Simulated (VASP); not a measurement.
# BN (F-43m) in VASP: settings compared

One crystal, BN, is run at these levels: HSE03, r2SCAN-EpsX, LDA; tasks: band structure, phonons, elastic constants, Born charges and dielectric tensor.

All numbers are computed with VASP 6.6.1; they aren't measurements. Logs are shortened: lines on timing, memory, paths and dates and some standing lists are left out, and cuts for length are marked.

**Experimental background.**

From a printed reference work, monograph, for a bulk crystal of BN at 300 K: band gap 6.4 eV (indirect).

How close the calculation comes is told below.

## (1) Starting point

The structure is cubic, space group F-43m (No. 216). The conventional cell has a = 3.626 Å, b = 3.626 Å, c = 3.626 Å, α = 90.00°, β = 90.00°, γ = 90.00°. N (site symmetry -43m) has 4 B at 1.57 Å as nearest neighbours. Around B (site symmetry -43m) lie 4 N at 1.57 Å.

The cell is a database's computed one.

## (2) Band structure, HSE03

Contents of POSCAR:

```
BN
1.0
    0.0000000000      1.8130010000      1.8130010000
    1.8130010000      0.0000000000      1.8130010000
    1.8130010000      1.8130010000      0.0000000000
N B
1 1
Direct
    0.2500000000      0.2500000000      0.2500000000
    0.0000000000      0.0000000000      0.0000000000
```

Contents of INCAR.step1:

```
SYSTEM = BN
  ALGO = Normal
  EDIFF = 1E-5
  ENCUT = 520
  GGA = PE
  ISIF = 2
  ISMEAR = 0
  KPAR = 4
  LASPH = .True.
  LCHARG = .False.
  LREAL = .False.
  LWAVE = .True.
  NELM = 100
  PREC = Accurate
  SIGMA = 0.02
```

Contents of INCAR.step2:

```
SYSTEM = BN
  ALGO = Normal
  EDIFF = 1E-6
  ENCUT = 520
  GGA = PE
  HFSCREEN = 0.3
  ISIF = 2
  ISMEAR = 0
  ISTART = 1
  KPAR = 4
  LASPH = .True.
  LCHARG = .False.
  LHFCALC = .True.
  LREAL = .False.
  LWAVE = .False.
  NELM = 100
  PREC = Accurate
  PRECFOCK = Fast
  SIGMA = 0.02
```

Contents of KPOINTS:

```
k-points
0
Gamma
  8 8 8
  0 0 0
```

Contents of KPOINTS_OPT:

```
path GXWKGLUWLK,UX
12
line-mode
reciprocal
 0.0000000000  0.0000000000  0.0000000000  G
 0.5000000000  0.0000000000  0.5000000000  X

 0.5000000000  0.0000000000  0.5000000000  X
 0.5000000000  0.2500000000  0.7500000000  W

 0.5000000000  0.2500000000  0.7500000000  W
 0.3750000000  0.3750000000  0.7500000000  K

 0.3750000000  0.3750000000  0.7500000000  K
 0.0000000000  0.0000000000  0.0000000000  G

 0.0000000000  0.0000000000  0.0000000000  G
 0.5000000000  0.5000000000  0.5000000000  L

 0.5000000000  0.5000000000  0.5000000000  L
 0.6250000000  0.2500000000  0.6250000000  U

 0.6250000000  0.2500000000  0.6250000000  U
 0.5000000000  0.2500000000  0.7500000000  W

 0.5000000000  0.2500000000  0.7500000000  W
 0.5000000000  0.5000000000  0.5000000000  L

 0.5000000000  0.5000000000  0.5000000000  L
 0.3750000000  0.3750000000  0.7500000000  K

 0.6250000000  0.2500000000  0.6250000000  U
 0.5000000000  0.0000000000  0.5000000000  X
```

Potentials or basis: VASP PAW PBE potentials, release 64 (N, B).

Started as:

```
$ cat potpaw_PBE.64/N/POTCAR potpaw_PBE.64/B/POTCAR > POTCAR
$ cp INCAR.step1 INCAR
$ mpirun -np 4 vasp_std > vasp.out
$ cp INCAR.step2 INCAR
$ mpirun -np 4 vasp_std > vasp.out
```

OUTCAR:

```text
SYSTEM = BN
   EDIFF = 1E-6
   ENCUT = 520
   GGA = PE
   HFSCREEN = 0.3
   ISIF = 2
   ISMEAR = 0
   ISTART = 1
   LASPH = .True.
   LHFCALC = .True.
   LREAL = .False.
   NELM = 100
   PREC = Accurate
   PRECFOCK = Fast

 ion  position               nearest neighbor table
   1  0.250  0.250  0.250-   2 1.57   2 1.57   2 1.57   2 1.57
   2  0.000  0.000  0.000-   1 1.57   1 1.57   1 1.57   1 1.57

  LATTYP: Found a face centered cubic cell.
 ALAT       =     3.6260020000

  Lattice vectors:

 A1 = (   0.0000000000,   1.8130010000,   1.8130010000)
 A2 = (   1.8130010000,   0.0000000000,   1.8130010000)
 A3 = (   1.8130010000,   1.8130010000,   0.0000000000)

Analysis of symmetry for initial positions (statically):
=====================================================================
 Subroutine PRICEL returns:
 Original cell was already a primitive cell.

 Routine SETGRP: Setting up the symmetry group for a
 face centered cubic supercell.

 Subroutine GETGRP returns: Found 24 space group operations
 (whereof 24 operations were pure point group operations)
 out of a pool of 48 trial point group operations.

The static configuration has the point symmetry T_d .

Analysis of symmetry for dynamics (positions and initial velocities):
=====================================================================
 Subroutine PRICEL returns:
 Original cell was already a primitive cell.

 Routine SETGRP: Setting up the symmetry group for a
 face centered cubic supercell.

 Subroutine GETGRP returns: Found 24 space group operations
 (whereof 24 operations were pure point group operations)
 out of a pool of 48 trial point group operations.

The dynamic configuration has the point symmetry T_d .

 Subroutine INISYM returns: Found 24 space group operations
 (whereof 24 operations are pure point group operations),
 and found     1 'primitive' translations

----------------------------------------------------------------------------------------

                                     Primitive cell

  volume of cell :      11.9186

  direct lattice vectors                    reciprocal lattice vectors
     0.000000000  1.813001000  1.813001000    -0.275785838  0.275785838  0.275785838
     1.813001000  0.000000000  1.813001000     0.275785838 -0.275785838  0.275785838
     1.813001000  1.813001000  0.000000000     0.275785838  0.275785838 -0.275785838

  length of vectors
     2.563970603  2.563970603  2.563970603     0.477675083  0.477675083  0.477675083

[... 94 lines left out ...]
   EFERMI =   0.00;   METHOD = LEGACY
   ISMEAR =     0;   SIGMA  =   0.02  broadening in eV -4-tet -1-fermi 0-gaus
   EFERMI_NEDOS =   21; number of points for ismear=-14 and -15
   IALGO  =     38    algorithm
   IMIX   =      1    mixing-type and parameters
     AMIX     =   0.40;   BMIX     =  1.00
     AMIX_MAG =   1.60;   BMIX_MAG =  1.00
  volume/ion in A,a.u.               =       5.96        40.22
  Fermi-wavevector in a.u.,A,eV,Ry     =   1.433387  2.708709 27.954506  2.054598
  Thomas-Fermi vector in A             =   2.552911
   LORBIT       =      0    0 simple, 1 ext, 2 COOP (PROOUT), +10 PAW based schemes
   GGA     = PE    functional components
   LHFCALC =     T    Hartree Fock is set to
   PRECFOCK=fast      Normal, Fast or Accurate (Low or Medium for compatibility)
   ENCUT4O =  -1.0   cutoff for four orbital integrals eV
   NKREDX  =     1    reduce k-point grid by
   NKREDY  =     1    reduce k-point grid by
   NKREDZ  =     1    reduce k-point grid by
   AEXX    =    0.2500 exact exchange contribution
   HFSCREEN=    0.3000 screening length (either q_TF or 0.3 A-1)
   HFSCREENC=   0.3000 screening length for correlation (either q_TF or 0.3 A-1)
   ENCUTFOCK=  -1.0 apply spherical cutoff to Coloumb kernel
   IVDW    =     0    specifies the selected vdW correction
   LEPSILON=     F    determine dielectric tensor
   LRPA    =     F    only Hartree local field effects (RPA)
 non-spin polarized calculation
 Gauss-broadening in eV      SIGMA  =   0.02
  energy-cutoff  :      520.00
  volume of cell :       11.92
 maximum number of plane-waves:       332
  NGX = 12; NGY = 12; NGZ = 12

 number of electron       7.9999999 magnetization

 Free energy of the ion-electron system (eV)
  ---------------------------------------------------
  ext. energy  EPLUGINS =         0.00000000
  ---------------------------------------------------
  free energy    TOTEN  =       -19.93046069 eV

  energy without entropy =      -19.93046069  energy(sigma->0) =      -19.93046069

 E-fermi :   6.7243     XC(G=0): -10.6046

 val. band max:        6.5709128631   @ k =   0.0000   0.0000   0.0000
 cond. band min:      12.0958723534   @ k =   0.5000   0.5000   0.0000
 fundamental gap:      5.5249594903
 Fermi energy:         6.7243409955

 k-point     1 :       0.0000    0.0000    0.0000
  band No.  band energies     occupation
      1     -15.3548      2.00000
      2       6.5709      2.00000
      3       6.5709      2.00000
      4       6.5709      2.00000
      5      16.8147      0.00000
      6      16.8147      0.00000
      7      16.8147      0.00000
      8      18.2820      0.00000
[... 243 lines left out ...]
 k-point    24 :      -0.3750    0.2500    0.1250
  band No.  band energies     occupation
      1     -10.1389      2.00000
      2      -3.8250      2.00000
      3       1.3872      2.00000
      4       2.9083      2.00000
      5      17.4961      0.00000
      6      19.1902      0.00000
      7      22.6947      0.00000
      8      24.1823      0.00000

 [... further k-points ...]

------------------------ aborting loop because EDIFF is reached ----------------------------------------

  FORCE on cell =-STRESS in cart. coord.  units (eV):
  Direction    XX          YY          ZZ          XY          YZ          ZX
  --------------------------------------------------------------------------------------
  -------------------------------------------------------------------------------------
  Total       -0.6525625     -0.6525625     -0.6525625     -0.0000000     -0.0000000      0.0000000
  in kB      -87.7220155    -87.7220155    -87.7220155     -0.0000000     -0.0000000      0.0000000
  external PRESSURE =     -87.7220155 kB  Pullay stress =       0.0000000 kB

 VOLUME and BASIS-vectors are now :
 -----------------------------------------------------------------------------
  energy-cutoff  :      520.00
  volume of cell :       11.92
      direct lattice vectors                 reciprocal lattice vectors
     0.000000000  1.813001000  1.813001000    -0.275785838  0.275785838  0.275785838
     1.813001000  0.000000000  1.813001000     0.275785838 -0.275785838  0.275785838
     1.813001000  1.813001000  0.000000000     0.275785838  0.275785838 -0.275785838

 POSITION                                       TOTAL-FORCE (eV/Angst)
 -----------------------------------------------------------------------------------
      0.90650      0.90650      0.90650        -0.000000     -0.000000     -0.000000
      0.00000      0.00000      0.00000         0.000000      0.000000      0.000000
 -----------------------------------------------------------------------------------
    total drift:                                0.000001     -0.000001      0.000000

  FREE ENERGIE OF THE ION-ELECTRON SYSTEM (eV)
  ---------------------------------------------------
  free  energy   TOTEN  =       -19.9304606933 eV

  energy  without entropy=      -19.9304606933  energy(sigma->0) =      -19.93046069
```

OUTCAR.step1:

```text
SYSTEM = BN
   EDIFF = 1E-5
   ENCUT = 520
   GGA = PE
   ISIF = 2
   ISMEAR = 0
[... 487 lines left out ...]
      0.90650      0.90650      0.90650         0.000000      0.000000     -0.000000
      0.00000      0.00000      0.00000        -0.000000     -0.000000      0.000000
 -----------------------------------------------------------------------------------
    total drift:                                0.000000      0.000000      0.000000

  FREE ENERGIE OF THE ION-ELECTRON SYSTEM (eV)
  ---------------------------------------------------
  free  energy   TOTEN  =       -17.4507434870 eV

  energy  without entropy=      -17.4507434870  energy(sigma->0) =      -17.45074349
```

OSZICAR.step1:

```text
N       E                     dE             d eps       ncg     rms          rms(c)
DAV:   1     0.800929143561E+01    0.80093E+01   -0.49567E+03   472   0.971E+02
DAV:   2    -0.182337388568E+02   -0.26243E+02   -0.25370E+02   664   0.168E+02
DAV:   3    -0.184017835098E+02   -0.16804E+00   -0.16804E+00   464   0.171E+01
DAV:   4    -0.184019881443E+02   -0.20463E-03   -0.20463E-03   736   0.522E-01
DAV:   5    -0.184019881690E+02   -0.24663E-07   -0.24662E-07   464   0.426E-03    0.665E+00
DAV:   6    -0.175355328717E+02    0.86646E+00   -0.34457E+00   600   0.136E+01    0.326E+00
DAV:   7    -0.174648110987E+02    0.70722E-01   -0.89540E-02   584   0.293E+00    0.190E+00
DAV:   8    -0.174504515075E+02    0.14360E-01   -0.41187E-02   528   0.185E+00    0.188E-01
DAV:   9    -0.174506630304E+02   -0.21152E-03   -0.56653E-04   488   0.255E-01    0.747E-02
DAV:  10    -0.174507386786E+02   -0.75648E-04   -0.13689E-04   664   0.118E-01    0.154E-02
DAV:  11    -0.174507434870E+02   -0.48084E-05   -0.78729E-06   408   0.275E-02
   1 F= -.17450743E+02 E0= -.17450743E+02  d E =-.218919E-17
```

It took 6.8 min on 4 MPI ranks of Intel Xeon Platinum 8375C at 2.90GHz (Ice Lake), shared host; peak memory 0.25 GiB.

What came out:

| Quantity | Value |
| --- | --- |
| Free energy | -19.9305 eV |
| Pressure | -8.8 GPa |
| Band gap on the k mesh | 5.53 eV, indirect (least direct gap 10.24 eV) |
| Band gap along the path | 5.53 eV, indirect (least direct gap 10.24 eV) |

Levels at the corners of the path, in eV from the valence-band top:
| point | band 2 | band 3 | band 4 | band 5 | band 6 | band 7 |
| --- | --- | --- | --- | --- | --- | --- |
| Γ | 0.00 | 0.00 | 0.00 | 10.24 | 10.24 | 10.24 |
| X | -9.65 | -5.24 | -5.24 | 5.53 | 10.42 | 20.00 |
| X | -9.65 | -5.24 | -5.24 | 5.53 | 10.42 | 20.00 |
| W | -8.25 | -7.42 | -6.87 | 10.92 | 14.96 | 15.95 |
| W | -8.25 | -7.42 | -6.87 | 10.92 | 14.96 | 15.95 |
| K | -8.80 | -8.13 | -4.35 | 8.08 | 14.34 | 17.73 |
| K | -8.80 | -8.13 | -4.35 | 8.08 | 14.34 | 17.73 |
| Γ | 0.00 | 0.00 | 0.00 | 10.24 | 10.24 | 10.24 |
| Γ | 0.00 | 0.00 | 0.00 | 10.24 | 10.24 | 10.24 |
| L | -11.47 | -2.07 | -2.07 | 11.45 | 12.19 | 12.19 |
| L | -11.47 | -2.07 | -2.07 | 11.45 | 12.19 | 12.19 |
| U | -8.80 | -8.13 | -4.35 | 8.08 | 14.34 | 17.73 |
| U | -8.80 | -8.13 | -4.35 | 8.08 | 14.34 | 17.73 |
| W | -8.25 | -7.42 | -6.87 | 10.92 | 14.96 | 15.95 |
| W | -8.25 | -7.42 | -6.87 | 10.92 | 14.96 | 15.95 |
| L | -11.47 | -2.07 | -2.07 | 11.45 | 12.19 | 12.19 |
| L | -11.47 | -2.07 | -2.07 | 11.45 | 12.19 | 12.19 |
| K | -8.80 | -8.13 | -4.35 | 8.08 | 14.34 | 17.73 |
| U | -8.80 | -8.13 | -4.35 | 8.08 | 14.34 | 17.73 |
| X | -9.65 | -5.24 | -5.24 | 5.53 | 10.42 | 20.00 |

Caveat: the PAW data sets were made with another functional, which shifts forces and pressure a little.

(Continued in part 2 of 3.)
